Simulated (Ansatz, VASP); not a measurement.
**Two plane-wave programs on Cd**

File INCAR:

```
PREC = Accurate
ENCUT = 520
EDIFF = 1E-6
ISMEAR = 0
SIGMA = 0.02
LREAL = False
LASPH = True
NELM = 100
ALGO = Normal
ISIF = 2
LWAVE = False
LCHARG = True
GGA = PE
LELF = True
LVHAR = True
NBANDS = 12
```

Contents of KPOINTS:

```
regular mesh
0
Gamma
  10 10 10
```

Contents of POSCAR:

```
Cd
1.0
    1.6080291515      0.9283960635      2.4492874100
   -1.6080291515      0.9283960635      2.4492874100
    0.0000000000     -1.8567921270      2.4492874100
Cd
1
Direct
    0.0000000000      0.0000000000      0.0000000000
```

File input.yaml:

```yaml
crystal:
  lattice:
    - [1.6080291515, 0.9283960635, 2.44928741]
    - [-1.6080291515, 0.9283960635, 2.44928741]
    - [0.0, -1.856792127, 2.44928741]
  atoms:
    - { symbol: Cd, position: [0.0, 0.0, 0.0] }
hamiltonian:
  xc: pbe
  pseudopotentials: { kind: paw }
kpoints:
  mp_grid: { grid: [10, 10, 10] }
scf:
  occupations: { method: gaussian, width: 0.02 }
output:
  forces: true
  stress: true
  eigenvalues: true
  write_density: true
  write_potential: true
  elf: true
  volumetric_format: npy
```

This isn't the form of Cd at room conditions, which is hcp.

Alike in both runs: task single point; functional PBE; k mesh 10 × 10 × 10; occupations gaussian, width 0.02 eV; no spin polarisation.

|  | VASP | Ansatz |
| --- | --- | --- |
| version | VASP 6.6.1 | Ansatz 0.2.0 |
| potentials or method | VASP PAW PBE potentials, release 54 (Cd) | Ansatz PAW |
| plane-wave cutoff (eV) | 520 | 420 |
| valence electrons in the cell | 12 | 20 |

```csv
,VASP,Ansatz,Ansatz less VASP
gap on the k mesh at the Fermi level (eV),none,none,-
pressure (GPa),2.4,2.1,-0.29
largest component of the traceless stress (GPa),0.72,0.67,-0.043
```

A gap of «none» marks a metal or a gap that the smearing closes. With one functional, cell and mesh, what is left measures potentials, basis and numerics. The two sets of potentials don't hold the same shells in valence.
